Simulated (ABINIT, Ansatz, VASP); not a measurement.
## Pb: 4 runs at one level of theory

```xyz
4
Lattice="3.4800 0.0000 0.0000 -1.7400 3.0138 0.0000 0.0000 0.0000 23.3850" Properties=species:S:1:pos:R:3 pbc="T T T"
Pb    1.7400    1.0046    7.5000
Pb    0.0000    2.0092   10.2950
Pb    1.7400    1.0046   13.0900
Pb    0.0000    2.0092   15.8850
```

Alike in all runs: functional PBE; k mesh 9 × 9 × 1; occupations fermi-dirac, width 0.05 eV; no spin polarisation; no spin-orbit coupling.

```json
{"program and potentials": "Ansatz, Ansatz PAW", "plane-wave cutoff (eV)": "420", "notes": "-", "largest force (eV/Å)": "0.409"}
{"program and potentials": "Ansatz, all-electron LAPW, scalar-relativistic", "plane-wave cutoff (eV)": "-", "notes": "-", "largest force (eV/Å)": "0.409"}
{"program and potentials": "ABINIT, JTH PAW PBE v2.0", "plane-wave cutoff (eV)": "599", "notes": "-", "largest force (eV/Å)": "0.407"}
{"program and potentials": "VASP, PBE PAW files Pb_d, 520 eV", "plane-wave cutoff (eV)": "520", "notes": "-", "largest force (eV/Å)": "0.409"}
```

Force on atom 2 (Pb), eV/Å:

```csv
program and potentials,x,y,z
"Ansatz, Ansatz PAW",0.000,0.000,-0.409
"Ansatz, all-electron LAPW, scalar-relativistic",0.000,0.000,-0.409
"ABINIT, JTH PAW PBE v2.0",0.000,0.000,-0.407
"VASP, PBE PAW files Pb_d, 520 eV",0.000,0.000,-0.409
```

The functional is the same throughout but for its coding, so the spread measures potentials, basis and numerics; runs on potential files found faulty are left out.
